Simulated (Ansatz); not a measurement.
# MnS (P6_3mc) in Ansatz: settings compared, part 2 of 2

Ansatz 0.2.0.

## Step 4: Relaxation of cell and atoms, PBE+U, collinear spin, ferromagnetic start

File input.yaml:

```yaml
crystal:
  lattice:
    - [3.9535769233, 0.0, 0.0]
    - [-1.9767884617, 3.4238980514, 0.0]
    - [0.0, 0.0, 6.34252886]
  atoms:
    - { symbol: Mn, position: [0.6666666667, 0.3333333333, 0.49884467], spin: 4.0 }
    - { symbol: Mn, position: [0.3333333333, 0.6666666667, 0.99884467], spin: 4.0 }
    - { symbol: S, position: [0.3333333333, 0.6666666667, 0.6261543] }
    - { symbol: S, position: [0.6666666667, 0.3333333333, 0.1261543] }
hamiltonian:
  xc: pbe
  pseudopotentials: { kind: paw }
  hubbard: { sites: [{ species: Mn, l: d, u_eff: 1.0 }] }
magnetization:
  spin_polarized: true
kpoints:
  mp_grid: { grid: [8, 8, 4] }
scf:
  occupations: { method: fermi_dirac, width: 0.05 }
output:
  forces: true
  stress: true
  write_density: true
  write_potential: true
  elf: true
  volumetric_format: npy
relax:
  f_tol: 0.01
  max_steps: 40
  cell: { stress_tol: 0.05 }
```

Potentials or basis: Ansatz PAW.

Launch:

```sh
$ ansatz run input.yaml --threads 2 --pin off --max-ram 5120MiB --backend cpu --events-out ev --progress --plain --runs-dir out
```

Output:

```text
Warning: RAYON_NUM_THREADS=2 ignored (pool sized by the plan → 2); use --threads N
Mn: projections on atomic orbitals take those of the free atom [Ne] 3s2 3p6 3d5 4s2, of charge +0.00 (hamiltonian.pseudopotentials.projection_atoms); the dataset's partial waves leave at most 9.0e-7 of an orbital's norm unspanned inside its sphere
S: projections on atomic orbitals take those of the free atom [Ne] 3s2 3p4, of charge +0.00 (hamiltonian.pseudopotentials.projection_atoms); the dataset's partial waves leave at most 1.6e-7 of an orbital's norm unspanned inside its sphere
Engine: ansatz 0.2.0, aarch64-unknown-linux-gnu
Pseudopotentials: kind: paw
Pseudopotential: Mn, paw, valence charge 15, recommended cutoff 420 eV (normal), Mn.paw.azcp
Pseudopotential: S, paw, valence charge 6, recommended cutoff 420 eV (normal), S.paw.azcp
Functional definition: PBE
  parameter kappa = 0.804
  parameter beta = 0.06672455060314922
  exchange = pbe_x(kappa = kappa, mu = beta*pi^2/3)
  correlation = pbe_c(beta = beta)
Crystal: 4 atoms, lattice volume = 85.857 Å³
Basis set: ecut = 420 eV, 1725 PW (Γ), exchange–correlation on 54×54×90 points (8 copies of the dense FFT grid, shifted against one another)
Bands: 30, of which v1, the nominal top of the filled ones, is band 21 counted from 1 (20 counted from 0)
Symmetry: 12 space group operations
[... 199 lines left out ...]
        0.013309       0.000000      -0.000000
        0.000000       0.013309       0.000000
       -0.000000       0.000000       0.002061
  P = ⅓ Tr σ = 0.0096 GPa (0.096 kbar)
--- Band table (eV; the first three rows and the last of 60) ---
  k-point 0 ↑: bands = ["-75.1084", "-75.1083", "-43.8550", "-43.8523", "-43.8522", "-43.8522", "-43.8518", "-43.8518", "-6.6487", "-6.0094", "1.4939", "1.9243", "1.9243", "1.9692", "2.0673", "2.0673", "3.1498", "3.1498", "3.3750", "3.3750", "3.6109", "6.0078", "6.0078", "6.8365", "6.9506", "6.9506", "7.9254", "9.5322", "12.6268", "12.6268"]
  k-point 1 ↑: bands = ["-75.1084", "-75.1083", "-43.8546", "-43.8527", "-43.8522", "-43.8522", "-43.8518", "-43.8518", "-6.5620", "-6.1107", "1.4988", "1.8518", "1.9356", "1.9356", "2.0358", "2.0358", "3.1927", "3.1927", "3.3534", "3.3534", "4.0309", "6.0644", "6.1361", "6.1361", "6.8025", "6.8025", "8.7528", "9.5744", "12.6088", "12.6815"]
  k-point 2 ↑: bands = ["-75.1084", "-75.1084", "-43.8536", "-43.8536", "-43.8520", "-43.8520", "-43.8520", "-43.8520", "-6.3436", "-6.3436", "1.6246", "1.6246", "1.9758", "1.9758", "1.9758", "1.9758", "3.2833", "3.2833", "3.2833", "3.2833", "4.9870", "4.9870", "6.4595", "6.4595", "6.4595", "6.4595", "9.5150", "9.5150", "12.5239", "12.5239"]
  k-point 29 ↓: bands = ["-70.2914", "-70.2914", "-39.1289", "-39.1289", "-39.1272", "-39.1272", "-39.1263", "-39.1263", "-5.6292", "-5.6292", "2.3656", "2.3656", "3.1683", "3.1683", "4.1094", "4.1094", "7.8226", "7.8226", "8.3357", "8.3357", "8.6595", "8.6595", "8.7927", "8.7927", "9.2073", "9.2073", "12.3906", "12.3906", "13.4887", "13.4887"]
--- Relaxed structure (4 steps of the walk, 4 accepted, 1 SCFs on fresh bases) ---
  F+E_penalty+E_count = -9603.34615029 eV   max|allowed force component| = 2.686e-3 eV/Å   (the final SCF, on the basis selected at the relaxed cell)
  cell:  # Å, volume = 91.4482 Å³
    - [4.032166369515861, 2.944140450713758e-11, 2.4322954780798146e-17]
    - [-2.0160831847834273, 3.4919585082712863, -1.1700515451240444e-17]
    - [3.902011916053849e-17, 8.538993742111883e-19, 6.494827917751313]
  atoms:
    - { symbol: Mn, position: [0.6666666666666667, 0.33333333333333337, 0.5021077974905562] }
    - { symbol: Mn, position: [0.3333333333333333, 0.6666666666666666, 1.0021077974905563] }
    - { symbol: S, position: [0.3333333333333333, 0.6666666666666666, 0.6228911725094437] }
    - { symbol: S, position: [0.6666666666666667, 0.33333333333333337, 0.12289117250944374] }
```

v_z.tsv:

```text
# z_ang	v_es[eV]	v_tot_up[eV]	v_tot_dn[eV]
# format = ansatz-planar-average/11
# xc	pbe
# density_cutoff_ev	1680
# datasets	Mn=:simpson_from_first_knot:soft	S=:simpson_from_first_knot:soft
# lattice	4.032166370	0.000000000	0.000000000
# lattice	-2.016083185	3.491958508	-0.000000000
# lattice	0.000000000	0.000000000	6.494827918
# sites	4
# site	25	2.016083185	1.163986169	3.261103741
# site	25	-0.000000000	2.327972339	6.508517700
# site	16	-0.000000000	2.327972339	4.045570977
# site	16	2.016083185	1.163986169	0.798157018
0.000000	-1.158591e0	-1.285717e1	-1.181793e1
0.144330	-2.233262e0	-1.427357e1	-1.332980e1
0.288659	-2.918105e0	-1.506777e1	-1.417963e1
0.432989	-2.776156e0	-1.489379e1	-1.402245e1
0.577318	-1.778318e0	-1.376109e1	-1.289137e1
0.721648	-3.512449e-1	-1.200108e1	-1.117226e1
[... 37 lines left out ...]
6.206169	1.307284e0	-9.013207e0	-7.713482e0
6.350498	-1.060947e-2	-1.110769e1	-9.943106e0
```

Wall time 39 s (2 threads of Arm Neoverse V2, shared host); peak memory 0.47 GiB.

What came out:

| Item | Value |
| --- | --- |
| Free energy | -9603.3462 eV |
| Relaxed volume | 22.86 Å³/atom |
| Relaxed cell | a = 4.032 Å, b = 4.032 Å, c = 6.495 Å, α = 90.00°, β = 90.00°, γ = 120.00° |
| Space group after relaxing (to 0.05 Å) | P6_3mc (No. 186) |
| Energy gained by relaxing | 21.6 meV/atom |
| Ionic steps | 6 |
| Pressure after relaxing | 0.0 GPa |
| Band gap on the k mesh | 0.57 eV, indirect (least direct gap 0.97 eV) |
| Net moment | 10.00 μB per cell |
| Absolute moment | 10.00 μB per cell |
| Site moments | Mn +4.29; S +0.11 μB |

Forces on the atoms (eV/Å):
```
Mn   0.000  0.000 -0.003
Mn   0.000  0.000 -0.003
S    0.000  0.000  0.003
S    0.000  0.000  0.003
```

The path:
```csv
step,energy change (eV),largest force (eV/Å),volume (Å³)
1,0.0000,0.3040,85.86
2,-0.0742,0.1640,89.75
3,-0.0841,0.0655,91.34
4,-0.0851,0.0030,91.45
5,-0.0862,0.0027,91.45
6,-0.0862,0.0027,91.45
```

Final structure:
```
Mn S
1.0
     4.03217    0.00000    0.00000
    -2.01608    3.49196    0.00000
     0.00000    0.00000    6.49483
Mn S
2 2
Direct
  0.66667 0.33333 0.50211
  0.33333 0.66667 0.00211
  0.33333 0.66667 0.62289
  0.66667 0.33333 0.12289
```

Eigenvalues of the final occupation matrices:
| site | spin | trace | eigenvalues |
| --- | --- | --- | --- |
| site 1 | 1 | 4.96 | 0.99 0.99 0.99 1.00 1.00 |
| site 1 | 2 | 0.35 | 0.03 0.03 0.09 0.09 0.10 |
| site 2 | 1 | 4.96 | 0.99 0.99 0.99 1.00 1.00 |
| site 2 | 2 | 0.35 | 0.03 0.03 0.09 0.09 0.10 |

Caveat: the magnetic or orbital state may not be the lowest; the plane-wave basis is chosen anew once the cell has moved, so the energies of steps on either side of that aren't comparable; only a ferromagnetic start was run, and an antiferromagnetic order may lie lower in energy. The state reached can hang on the start; a lower one may exist.
